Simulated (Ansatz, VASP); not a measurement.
**One calculation of Li, two programs**

Contents of INCAR:

```
SYSTEM = Li
ALGO = Fast
EDIFF = 1E-6
EDIFFG = -0.005
ENCUT = 600
GGA = PE
IBRION = 2
ISIF = 3
ISMEAR = 0
IVDW = 12
LASPH = .TRUE.
LCHARG = .FALSE.
LREAL = .FALSE.
LWAVE = .FALSE.
NELM = 60
NSW = 70
PREC = Accurate
SIGMA = 0.1
```

The input KPOINTS:

```
k-points
0
G
  16 16 16
  0 0 0
```

The input POSCAR:

```
Li
1.0
   -1.7158076013      1.7158076013      1.7158076013
    1.7158076013     -1.7158076013      1.7158076013
    1.7158076013      1.7158076013     -1.7158076013
Li
1
Direct
    0.0000000000      0.0000000000      0.0000000000
```

Input for Ansatz:

```yaml
crystal:
  lattice:
    - [-1.7158076013, 1.7158076013, 1.7158076013]
    - [1.7158076013, -1.7158076013, 1.7158076013]
    - [1.7158076013, 1.7158076013, -1.7158076013]
  atoms:
    - { symbol: Li, position: [0.0, 0.0, 0.0] }
basis:
  ecutwfc: 420
kpoints:
  mp_grid: { grid: [16, 16, 16] }
hamiltonian:
  xc: pbe
  dispersion: d3bj
scf:
  occupations: { method: gaussian, width: 0.1 }
output:
  forces: true
  stress: true
  eigenvalues: true
relax:
  adjacent_minimum: "off"
  f_tol: 0.005
  max_steps: 50
  cell: { stress_tol: 0.05 }
```

Alike in both runs: task relaxation of cell and atoms; functional PBE; dispersion D3(BJ); k mesh 16 × 16 × 16; occupations gaussian, width 0.1 eV; no spin polarisation.

|  | VASP | Ansatz |
| --- | --- | --- |
| version | VASP 6.6.1 | Ansatz 0.2.0 |
| potentials or method | VASP PAW PBE potentials, release 64 (Li_sv) | scalar-relativistic, plane waves, PAW |
| plane-wave cutoff (eV) | 600 | 420 |
| valence electrons in the cell | 3 | 3 |

Ansatz gave:

```
gap on the k mesh at the Fermi level, each at its own relaxed structure (eV) : none
relaxed volume (Å³/atom)                                                     : 18.33
relaxed cell length with the largest relative difference (Å)                 : 2.877
energy change over the relaxation (meV/atom)                                 : -8
```

Estimate VASP's values.

gap on the k mesh at the Fermi level, each at its own relaxed structure (eV): none; relaxed volume (Å³/atom): 18.15; relaxed cell length with the largest relative difference (Å): 2.867; energy change over the relaxation (meV/atom): -10.

A gap of «none» marks a metal or a gap that the smearing closes.

Caveats: the cutoff is under 1.25 times the usual one of these potentials, so pressure, stress and relaxed cells hold a basis-set (Pulay) error (VASP); pairwise dispersion overbinds metals, which lowers pressure and volume.
